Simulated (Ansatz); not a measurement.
# CdTe: how the settings move a single-point run

Question: which choices in the input matter for CdTe? The cell is built on a prototype (rocksalt) and needn't be the phase found in nature.

Computed with Ansatz 0.2.0 (reference: DFT, r2SCAN, plane waves, PAW, unless a step's input says otherwise).

6 further runs of the same task are left out: 6 that didn't finish.

## Step 1: The system as given

It takes space group Fm-3m (No. 225, cubic). The conventional cell has a = 6.089 Å, b = 6.089 Å, c = 6.089 Å, α = 90.00°, β = 90.00°, γ = 90.00°. Around Cd (site symmetry m-3m) lie 6 Te at 3.04 Å. Te (site symmetry m-3m) is surrounded by 6 Cd at 3.04 Å.

Coordinates:

```
CELL_PARAMETERS angstrom
0.00000 3.04436 3.04436
3.04436 0.00000 3.04436
3.04436 3.04436 0.00000
ATOMIC_POSITIONS crystal
Cd 0.00000 0.00000 0.00000
Te 0.50000 0.50000 0.50000
```

## Step 2: Reference

input.yaml

```yaml
crystal:
  lattice:
    - [0.0, 3.0443556749, 3.0443556749]
    - [3.0443556749, 0.0, 3.0443556749]
    - [3.0443556749, 3.0443556749, 0.0]
  atoms:
    - { symbol: Cd, position: [0.0, 0.0, 0.0] }
    - { symbol: Te, position: [0.5, 0.5, 0.5] }
kpoints:
  mp_grid: { grid: [6, 6, 6] }
hamiltonian:
  xc: r2scan
scf:
  occupations: { method: fermi_dirac, width: 0.02 }
  n_extra_bands: 4
output:
  forces: true
  stress: true
  eigenvalues: true
```

Started as:

```bash
$ ansatz run input.yaml --threads 4 --pin off --max-ram 3686MiB --backend cpu --events-out ev --progress --plain --runs-dir out
```

## Step 3: Variant: occupations.method gaussian, occupations.width 0.05

input.yaml, as its differences from that of step 2:

```diff
@@ -13,3 +13,3 @@
 scf:
-  occupations: { method: fermi_dirac, width: 0.02 }
+  occupations: { method: gaussian, width: 0.05 }
   n_extra_bands: 4
```

**Question.** What will these runs give? Wanted: for each run, ending; energy change; pressure; gap; force.

As calculated:

```csv
run,ending,energy change,pressure (GPa),gap (eV),force (eV/Å),cycles,time
reference,converged,0,0.0,0.00,0.00,6,1.9 s
"1: occupations.method gaussian, occupations.width 0.05",converged,0.0 meV/atom (σ→0),0.0,0.00,0.00,6,1.9 s
```

Residual by cycle in the longest SCF loop of each run; runs are numbered as in the table. The quantity is the density residual dr2, in eV.

```csv
cycle,reference,run 1
1,0.0165,0.0165
2,0.00112,0.00109
3,3.9e-4,4.0e-4
4,7.0e-6,1.2e-5
5,6.1e-7,7.1e-7
6,1.4e-8,1.8e-8
```

Changing the smearing leaves the energy as it was (0.0 meV/atom). Semilocal functionals close small gaps, so the missing gap need not be the real solid's.
